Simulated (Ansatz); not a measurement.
# A series in volume scale on Mo

Plane-wave DFT, scalar-relativistic PAW made under PBE with cores redone for the functional, no dispersion; the given relaxed cell is scaled uniformly, energy at zero smearing counts from the unscaled cell, pressure at the given Fermi-Dirac smearing is positive in compression. The results are calculated, by Ansatz 0.2.0.

The cell before it is scaled or strained (space group P6_3/mmc, No. 194):
```
Mo
1.0
      2.7852     0.0000     0.0000
     -1.3926     2.4121     0.0000
      0.0000     0.0000     9.7146
Mo
4
Direct
  1.00000 1.00000 0.00000
  1.00000 1.00000 0.50000
  0.33333 0.66667 0.25000
  0.66667 0.33333 0.75000
```

Settings of every row: spin polarised no; functional RPBE; wave cutoff 420 eV; smearing width 0.1 eV; k mesh 15x15x4.

Atom starting moment: 0 on all atoms.

Limits: all rows lie far from zero pressure; the cell comes from a prototype or a list of computed structures and needn't be the stable phase.

| row | volume scale | V (Å³/atom) | energy change per atom (meV) | pressure (GPa) |
| --- | --- | --- | --- | --- |
| 1 | 0.88 | 14.358 | 204.33 | 37.78 |
| 2 | 0.92 | 15.011 | 83.38 | 22.52 |
| 3 | 0.96 | 15.663 | 18.77 | 10.08 |
| 4 | 1.04 | 16.969 | 18.56 | -8.29 |
| 5 | 1.08 | 17.621 | ? | ? |
| 6 | 1.12 | 18.274 | 140.95 | -20.39 |

Question: what energy change per atom and pressure should row 5 give?

Worked fit of energy change per atom. Take u = (V_r/V)^(2/3) − 1 with V_r = 15.663 Å³ an atom, which is twice the finite (Eulerian) strain; such expansions in the strain, on which the Birch-Murnaghan equation of state is built, carry the rest volume and the bulk modulus. The shown rows have u = 0.05971, 0.02875, 0, -0.05199, -0.09768. Least squares give energy change per atom = 18.943 + 1451.17 × u + 27656.6 × u² meV; a straight line predicts inner rows, each left out in turn, worse (root mean square 79 against 0.4 meV). The rows lie off it by 0.13, -0.14, -0.17, 0.31, -0.12 (root mean square 0.19 meV). Its lowest point lies at u = -0.0262, or V = 16.3 Å³ an atom, and the curvature there gives the bulk modulus at fixed shape and fractions, B = (4/9)(1 + u)² E″(u)/V = 229 GPa. Letting shape and atoms relax would as a rule lower it, by much in layered, chain or molecular crystals. The withheld row has u = -0.07552, so the fit gives 18.943 + 1451.17 × (-0.07552) + 27656.6 × (-0.07552)² = 67.08 meV.

The calculation gave 67.45 meV. The fit lies 0.37 meV (0.2 % of the column's range) below it; its largest miss of a shown row is 0.31 meV.

Worked fit of pressure. Take u = (V_r/V)^(2/3) − 1 with V_r = 15.663 Å³ an atom, which is twice the finite (Eulerian) strain; such expansions in the strain, on which the Birch-Murnaghan equation of state is built, carry the rest volume and the bulk modulus. The shown rows have u = 0.05971, 0.02875, 0, -0.05199, -0.09768. Least squares give pressure = 10.12 + 405.45 × u + 956.7 × u² GPa; a straight line predicts inner rows, each left out in turn, worse (root mean square 2.7 against 0.11 GPa). The rows lie off it by 0.04, -0.05, -0.04, 0.08, -0.03 (root mean square 0.051 GPa). The pressure vanishes at u = -0.0266, or V = 16.31 Å³ an atom, and there the bulk modulus at fixed shape and fractions is B = −V dP/dV = (2/3)(1 + u) dP/du = 230 GPa. Letting shape and atoms relax would as a rule lower it, by much in layered, chain or molecular crystals. The withheld row has u = -0.07552, so the fit gives 10.12 + 405.45 × (-0.07552) + 956.7 × (-0.07552)² = -15.04 GPa.

The calculation gave -14.98 GPa. The fit lies 0.06 GPa (0.1 % of the column's range) below it; its largest miss of a shown row is 0.08 GPa.
